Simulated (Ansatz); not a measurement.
# TiCo3: the cost of one run

Computed with Ansatz 0.2.0 (DFT PBE, scalar-relativistic, plane waves, PAW, unless a step's input says otherwise).

## 1. Starting point

Symmetry: Im-3m, No. 229, cubic system. The conventional cell has a = 4.608 Å, b = 4.608 Å, c = 4.608 Å, α = 90.00°, β = 90.00°, γ = 90.00°. Around Ti (site symmetry m-3m) lie 6 Co at 2.30 Å. Around Co (site symmetry 4/mmm) lie 2 Ti at 2.30 Å and 4 Co at 2.30 Å.

Coordinates:

```
CELL_PARAMETERS angstrom
-2.30419 2.30419 2.30419
2.30419 -2.30419 2.30419
2.30419 2.30419 -2.30419
ATOMIC_POSITIONS crystal
Ti 0.00000 0.00000 0.00000
Co 0.00000 0.50000 0.50000
Co 0.50000 0.00000 0.50000
Co 0.50000 0.50000 0.00000
```

Recipe of the guess: random cell by space group and Wyckoff sites (Im-3m, No. 229). The dimensions are guesses.

## 2. A first look at the guess

Contents of input.yaml:

```yaml
crystal:
  lattice:
    - [-2.30418953, 2.30418953, 2.30418953]
    - [2.30418953, -2.30418953, 2.30418953]
    - [2.30418953, 2.30418953, -2.30418953]
  atoms:
    - { symbol: Ti, position: [0.0, 0.0, 0.0] }
    - { symbol: Co, position: [0.0, 0.5, 0.5], spin: 3.0 }
    - { symbol: Co, position: [0.5, 0.0, 0.5], spin: 3.0 }
    - { symbol: Co, position: [0.5, 0.5, 0.0], spin: 3.0 }
basis:
  ecutwfc: 420
kpoints:
  mp_grid: { grid: [6, 6, 6] }
hamiltonian:
  xc: pbe
scf:
  occupations: { method: gaussian, width: 0.1 }
  lower_state_search: "off"
output:
  forces: true
  stress: true
  eigenvalues: true
  populations: true
magnetization:
  spin_polarized: true
```

Started as:

```sh
> ansatz run input.yaml --threads 1 --pin off --max-ram 2560MiB --backend cpu --events-out ev --progress --plain --runs-dir out
```

What time and memory should one allow on 1 thread of Intel Xeon Platinum 8488C (Sapphire Rapids), shared host?

About 4.7 s, with a peak of 0.42 GiB.
